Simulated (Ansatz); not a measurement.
G0W0 rungs for Sb2S3 (Stibnite).

Symmetry: Pnma, No. 62, orthorhombic system. Conventional cell: a = 11.311 Å, b = 3.839 Å, c = 11.223 Å, α = 90.00°, β = 90.00°, γ = 90.00°. Sb has 6 S at 2.52 to 3.16 Å nearest. Nearest to Sb lie 5 S at 2.46 to 2.85 Å. Nearest to S lie 3 Sb at 2.52 to 2.68 Å. S has 5 Sb at 2.46 to 3.11 Å nearest. Nearest to S lie 3 Sb at 2.54 to 3.16 Å. Farther neighbours and most contacts between anions are not listed.

```yaml
crystal:
  lattice:
    - [11.31100, 0.00000, 0.00000]
    - [0.00000, 3.83890, 0.00000]
    - [0.00000, 0.00000, 11.22300]
  atoms:
    - { symbol: Sb, position: [0.47061, 0.25000, 0.32595] }
    - { symbol: Sb, position: [0.02939, 0.75000, 0.82595] }
    - { symbol: Sb, position: [0.97061, 0.25000, 0.17405] }
    - { symbol: Sb, position: [0.52939, 0.75000, 0.67405] }
    - { symbol: Sb, position: [0.35059, 0.75000, 0.03602] }
    - { symbol: Sb, position: [0.14941, 0.25000, 0.53602] }
    - { symbol: Sb, position: [0.85059, 0.75000, 0.46398] }
    - { symbol: Sb, position: [0.64941, 0.25000, 0.96398] }
    - { symbol: S, position: [0.29214, 0.25000, 0.19181] }
    - { symbol: S, position: [0.20786, 0.75000, 0.69181] }
    - { symbol: S, position: [0.79214, 0.25000, 0.30819] }
    - { symbol: S, position: [0.70786, 0.75000, 0.80819] }
    - { symbol: S, position: [0.54980, 0.75000, 0.12300] }
    - { symbol: S, position: [0.95020, 0.25000, 0.62300] }
    - { symbol: S, position: [0.04980, 0.75000, 0.37700] }
    - { symbol: S, position: [0.45020, 0.25000, 0.87700] }
    - { symbol: S, position: [0.37510, 0.75000, 0.43890] }
    - { symbol: S, position: [0.12490, 0.25000, 0.93890] }
    - { symbol: S, position: [0.87510, 0.75000, 0.06110] }
    - { symbol: S, position: [0.62490, 0.25000, 0.56110] }
```

The cell and positions come from the Crystallography Open Database and are kept as given unless a step says otherwise. Spin-orbit coupling is left out unless a run names it. PAW set soft_2, made with PBE.

Runs so far (Ansatz 0.2.0, start PBE, default PAW files, 2×4×2 mesh). Times are wall times on 1 × NVIDIA GB200 with 32 threads of Arm Neoverse V2, shared host, good to a factor of about two.

```csv
bands summed,cutoff (eV),gap on the mesh (eV),time
335,36,1.530,14 s
772,72,1.608,27 s
```

**Question.** What should the next rung give, with 1550 bands and screening to 120 eV, and where is the limit?

The error falls about as one over the bands when the cutoff rises with them. A line through the two highest rungs given predicts 1.639 eV; the run gave 1.666 eV, a miss of 0.028 eV, so the law fails here: the steps don't follow it yet. The two highest rungs put the limit near 1.724 eV, the pair below near 1.669 eV; neither can be trusted until a further rung is run.

Gaps are over the mesh's points; an edge off the mesh would be missed. Limits: not at the basis limit; no spin-orbit coupling; coarse k mesh.

[Paths, hosts, dates, memory and timing lines, banners, echoed tables and standing remarks are left out of the program output.]

[Logs are printed without paths, hosts, clocks, repeated set-up lines and the standing remarks that a program may print on its own settings, such as how far it seeks lower states.]

[Runs of the session that timed out or met a known fault of the program may be left out.]

[Cells called generated may have been cut or substituted from an entry of the Crystallography Open Database or the Materials Project.]

[Hosts, paths, dates, database ids (printed as entryN), source tags and the programs' standing remarks are cut or masked in the printed files.]
